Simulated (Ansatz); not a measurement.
**Structure relaxation of Co**

Method: Ansatz, DFT PBEsol, scalar-relativistic, plane waves, PAW.

The start puts Co on the beta-tungsten (A15) structure type (Pm-3n, No. 223), at a guessed volume.

Input of the last, converged step (default PAW datasets):

```yaml
crystal:
  lattice:
    - [4.3986079452, 0.0, 0.0]
    - [0.0, 4.3986079452, 0.0]
    - [0.0, 0.0, 4.3986079452]
  atoms:
    - { symbol: Co, position: [0.5, 0.5, 0.5], spin: 1.9 }
    - { symbol: Co, position: [0.0, 0.0, 0.0], spin: 1.9 }
    - { symbol: Co, position: [0.25, 0.0, 0.5], spin: 1.9 }
    - { symbol: Co, position: [0.5, 0.25, 0.0], spin: 1.9 }
    - { symbol: Co, position: [0.5, 0.75, 0.0], spin: 1.9 }
    - { symbol: Co, position: [0.75, 0.0, 0.5], spin: 1.9 }
    - { symbol: Co, position: [0.0, 0.5, 0.75], spin: 1.9 }
    - { symbol: Co, position: [0.0, 0.5, 0.25], spin: 1.9 }
basis:
  ecutwfc: 420
kpoints:
  mp_grid: { grid: [8, 8, 8] }
hamiltonian:
  xc: pbesol
scf:
  occupations: { method: gaussian, width: 0.1 }
output:
  forces: true
  stress: true
  eigenvalues: true
  populations: true
magnetization:
  spin_polarized: true
relax:
  adjacent_minimum: "off"
  f_tol: 0.01
  max_steps: 80
  cell: { stress_tol: 0.05 }
```

It can be run as:

```bash
ansatz run input.yaml --threads 1 --pin off --backend cpu --events-out ev --progress --plain --runs-dir out  # memory cap (--max-ram) not shown
```

The program printed at the end:

```
--- Stress (GPa, compression-positive) ---
       -0.042278       0.000000       0.000000
        0.000000      -0.042278       0.000000
        0.000000       0.000000      -0.042278
  P = ⅓ Tr σ = -0.0423 GPa (-0.423 kbar)
  k-point 0 ↑: bands = ["-76.8560", "-76.8303", "-76.8303", "-76.7532", "-76.7532", "-76.7532", "-76.6535", "-76.6470", "-40.5324", "-40.5324", "-40.4935", "-40.3103", "-40.3103", "-40.3103", "-40.2163", "-40.2163", "-40.2163", "-40.1606", "-40.1606", "-40.1606", "-40.1347", "-40.1347", "-40.1347", "-40.0122", "-40.0122", "-40.0122", "-39.9999", "-39.9999", "-39.9999", "-39.9413", "-39.9413", "-39.9413", "9.7629", "13.6424", "13.6424", "14.3156", "14.4861", "14.4861", "14.4861", "14.7970", "15.0244", "15.0244", "15.0244", "15.2132", "15.2132", "15.2132", "15.5287", "15.7136", "15.7136", "15.9808", "15.9808", "16.2056", "16.2056", "16.2056", "16.5928", "16.5928", "16.5928", "17.2491", "17.2491", "17.2491", "17.3791", "17.3791", "17.3791", "17.6194", "17.6194", "17.6690", "17.6690", "18.1337", "18.1337", "18.1337", "18.3338", "18.3338", "18.3338", "20.2466", "20.2466", "20.2466", "21.9414", "21.9414", "22.2661", "27.4956", "27.4956", "27.4956", "28.2030", "28.2030", "28.5057", "28.5057", "28.5057", "29.7501", "29.7501", "29.7501", "30.7877"]
  k-point 1 ↑: bands = ["-76.8541", "-76.8308", "-76.8281", "-76.7564", "-76.7531", "-76.7531", "-76.6533", "-76.6473", "-40.5330", "-40.5220", "-40.4849", "-40.3088", "-40.3088", "-40.3014", "-40.2213", "-40.2213", "-40.2110", "-40.1596", "-40.1569", "-40.1569", "-40.1376", "-40.1376", "-40.1357", "-40.0217", "-40.0104", "-40.0104", "-40.0040", "-39.9984", "-39.9984", "-39.9610", "-39.9418", "-39.9418", "9.8959", "13.5638", "13.7258", "14.0732", "14.4741", "14.4741", "14.7572", "14.7863", "14.9965", "14.9965", "15.0371", "15.0594", "15.2506", "15.2506", "15.4907", "15.5931", "15.8858", "15.9910", "16.0053", "16.1226", "16.1226", "16.1909", "16.6542", "16.6543", "16.6543", "17.1477", "17.2315", "17.2315", "17.2431", "17.4505", "17.4505", "17.6131", "17.6327", "17.6479", "17.8552", "18.1584", "18.1761", "18.1761", "18.2928", "18.2928", "18.3334", "19.5072", "20.3228", "20.3228", "21.8868", "22.0744", "23.1153", "26.4564", "26.4564", "26.5249", "27.3681", "28.6187", "28.9871", "28.9871", "29.0012", "30.5684", "30.5684", "30.9523", "31.3566"]
  k-point 2 ↑: bands = ["-76.8494", "-76.8324", "-76.8213", "-76.7658", "-76.7531", "-76.7531", "-76.6528", "-76.6483", "-40.5339", "-40.5178", "-40.4345", "-40.3052", "-40.3052", "-40.2766", "-40.2305", "-40.2305", "-40.1995", "-40.1568", "-40.1535", "-40.1535", "-40.1416", "-40.1416", "-40.1385", "-40.0555", "-40.0157", "-40.0077", "-40.0062", "-40.0062", "-39.9948", "-39.9948", "-39.9431", "-39.9431", "10.2867", "13.2751", "13.7784", "13.8976", "14.4540", "14.4540", "14.6617", "14.9088", "14.9088", "14.9157", "15.0209", "15.0740", "15.3326", "15.3326", "15.4020", "15.5737", "16.0072", "16.0552", "16.1208", "16.1208", "16.1488", "16.1717", "16.6099", "16.6099", "16.8065", "16.8571", "17.1641", "17.1641", "17.2299", "17.5513", "17.5852", "17.6085", "17.6085", "17.6202", "18.1133", "18.1434", "18.1434", "18.2105", "18.3305", "18.4048", "18.4048", "18.5327", "20.5239", "20.5239", "21.7420", "21.9664", "24.5541", "25.1345", "25.1345", "25.5249", "26.8166", "28.9535", "29.3483", "29.3483", "29.6519", "32.1681", "32.1681", "32.2126", "32.7185"]
  k-point 34 ↓: bands = ["-74.6863", "-74.6863", "-74.6863", "-74.6863", "-74.6863", "-74.6863", "-74.6177", "-74.6177", "-38.2608", "-38.2608", "-38.2608", "-38.2608", "-38.2608", "-38.2608", "-38.1638", "-38.1638", "-38.1191", "-38.1191", "-38.1191", "-38.1191", "-38.1191", "-38.1191", "-38.0771", "-38.0771", "-38.0771", "-38.0771", "-38.0149", "-38.0149", "-38.0149", "-38.0149", "-38.0149", "-38.0149", "14.5884", "14.5884", "14.5884", "14.5884", "14.5884", "14.5884", "14.7229", "14.7229", "16.5576", "16.5576", "16.5576", "16.5576", "17.1293", "17.1293", "17.1293", "17.1293", "17.1293", "17.1293", "17.3286", "17.3286", "17.3286", "17.3286", "17.3286", "17.3286", "19.0111", "19.0111", "19.0111", "19.0111", "19.0111", "19.0111", "19.8256", "19.8256", "19.8256", "19.8256", "19.8256", "19.8256", "20.0290", "20.0290", "20.0290", "20.0290", "20.7281", "20.7281", "20.7281", "20.7281", "20.7281", "20.7281", "20.8831", "20.8831", "34.0720", "34.0720", "34.0720", "34.0720", "34.0720", "34.0720", "34.2417", "34.2417", "34.2417", "34.2417", "34.3667"]
--- Relaxed structure (2 steps of the walk, 2 accepted, 1 SCFs on fresh bases) ---
  F+E_penalty+E_count = -40743.06499918 eV   max|allowed force component| = 7.515e-17 eV/Å   (the final SCF, on the basis selected at the relaxed cell)
  cell:  # Å, volume = 85.0834 Å³
    - [4.398267, 0.000000, 0.000000]
    - [0.000000, 4.398267, 0.0]
    - [0.000000, 0.0, 4.398267]
  atoms:
    - { symbol: Co, position: [0.5, 0.5, 0.5] }
    - { symbol: Co, position: [0.000000, 0.000000, 0.000000] }
    - { symbol: Co, position: [0.25, 0.000000, 0.5] }
    - { symbol: Co, position: [0.5, 0.25, 0.000000] }
    - { symbol: Co, position: [0.5, 0.75, 0.000000] }
    - { symbol: Co, position: [0.75, 0.000000, 0.5] }
    - { symbol: Co, position: [0.000000, 0.5, 0.75] }
    - { symbol: Co, position: [0.000000, 0.5, 0.25] }
--- Löwdin populations: 8 sites ---
  site symbol q [e]    m [muB]
     0     Co     16.7736     1.6851
     1     Co     16.7736     1.6851
     2     Co     16.7857     1.7428
     3     Co     16.7857     1.7428
     4     Co     16.7857     1.7428
     5     Co     16.7857     1.7428
     6     Co     16.7857     1.7428
     7     Co     16.7857     1.7428
  spilling = 0.012784 (of n_electrons = 136.000000)
```

Total energies depend on the potentials used, so only differences within one code and one set of settings carry meaning.

The result has space group Pm-3n (No. 223). Around Co on Wyckoff site a (2 atoms of the primitive cell) lie 12 Co at 2.46 Å; around Co on Wyckoff site c (6 atoms of the primitive cell) lie 2 Co at 2.20 Å, 4 Co at 2.46 Å and 8 Co at 2.69 Å.

It lies 0.11 eV/atom above the element's standard state at the same level.

For metals, differences of a few meV/atom aren't resolved.

A structure relaxed within its symmetry needn't be a true minimum.